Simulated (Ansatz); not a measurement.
Vibrational response of InSb at 2 GPa

Level of theory: Ansatz 0.2.0, DFT PBE, scalar-relativistic, plane waves, PAW. Settings: 420 eV plane-wave cutoff, Γ-centred 12×12×12 mesh, Fermi-Dirac smearing of 0.15 eV. No spin polarisation. Phonons by linear response, acoustic sum rule imposed.

The cell, relaxed at 2 GPa:
```
CELL_PARAMETERS angstrom
0.00000 3.26510 3.26510
3.26510 0.00000 3.26510
3.26510 3.26510 0.00000
ATOMIC_POSITIONS crystal
In 0.00000 0.00000 0.00000
Sb 0.75000 0.75000 0.75000
```

In a metal, frequencies and elastic constants depend on the k mesh and the smearing, soft modes and shear constants most. At this pressure the crystal is close to a known change of phase.

Optical modes at Γ; i marks an imaginary frequency:
```
frequency (meV) degeneracy
           21.7           3
```

All 3 optical modes at Γ are real: no displacement of atoms at fixed cell lowers the energy to second order. Strains and modes at other wave vectors aren't tested by this run.

The bands only touch here, so at this level the crystal is a zero-gap semiconductor or semimetal, not an ordinary metal; spin–orbit coupling, left out, can open or move such a gap.

Cost: 1 run of about 1.1 core-minutes, on AMD EPYC 7R43 (Zen 3) (shared hosts).